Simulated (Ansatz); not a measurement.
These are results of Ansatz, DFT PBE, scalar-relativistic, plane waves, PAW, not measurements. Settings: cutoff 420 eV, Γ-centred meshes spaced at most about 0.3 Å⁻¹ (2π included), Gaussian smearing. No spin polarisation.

These are static total energies at zero pressure.

Two forms of LiH were relaxed alike.

1.

```cif
data_structure
_symmetry_space_group_name_H-M 'Fm-3m'
_symmetry_Int_Tables_number 225
_cell_length_a 4.0080
_cell_length_b 4.0080
_cell_length_c 4.0080
_cell_angle_alpha 90.000
_cell_angle_beta 90.000
_cell_angle_gamma 90.000
_cell_volume 64.38
loop_
_atom_site_label
_atom_site_type_symbol
_atom_site_symmetry_multiplicity
_atom_site_Wyckoff_symbol
_atom_site_fract_x
_atom_site_fract_y
_atom_site_fract_z
_atom_site_occupancy
Li1 Li 4 a 0.00000 0.00000 0.00000 1
H1 H 4 b 0.50000 0.00000 0.00000 1
```

2.

```cif
data_structure
_symmetry_space_group_name_H-M 'P6_3/mmc'
_symmetry_Int_Tables_number 194
_cell_length_a 2.7801
_cell_length_b 2.7801
_cell_length_c 4.8852
_cell_angle_alpha 90.000
_cell_angle_beta 90.000
_cell_angle_gamma 120.000
_cell_volume 32.70
loop_
_atom_site_label
_atom_site_type_symbol
_atom_site_symmetry_multiplicity
_atom_site_Wyckoff_symbol
_atom_site_fract_x
_atom_site_fract_y
_atom_site_fract_z
_atom_site_occupancy
Li1 Li 2 a 0.00000 0.00000 0.00000 1
H1 H 2 d 0.66667 0.33333 0.25000 1
```

Problem. Which form is favoured at zero pressure, and by what margin per atom?

Solution. Cell 1 is lower, by 53 meV/atom. Cell 1 has the rock salt type, space group Fm-3m (No. 225), 8.0 Å³/atom and a gap of 2.98 eV on its mesh; cell 2 has the nickel arsenide type, space group P6_3/mmc (No. 194), 8.2 Å³/atom and a gap of 4.35 eV. In cell 1, Li has 6 H at 2.00 Å; H has 6 Li at 2.00 Å. In cell 2, Li has 6 H at 2.02 Å; around H lie 6 Li at 2.02 Å. Origin: cell 1, reached from a cell as deposited in COD, among other starts; cell 2, invented, then shaken at random and relaxed again. Checks on cell 2: no imaginary mode on a 3×3×2 q mesh.

Kohn–Sham gaps at this level usually fall short of measured ones. With hydrogen, zero-point motion can shift such differences by 10 meV/atom or more.
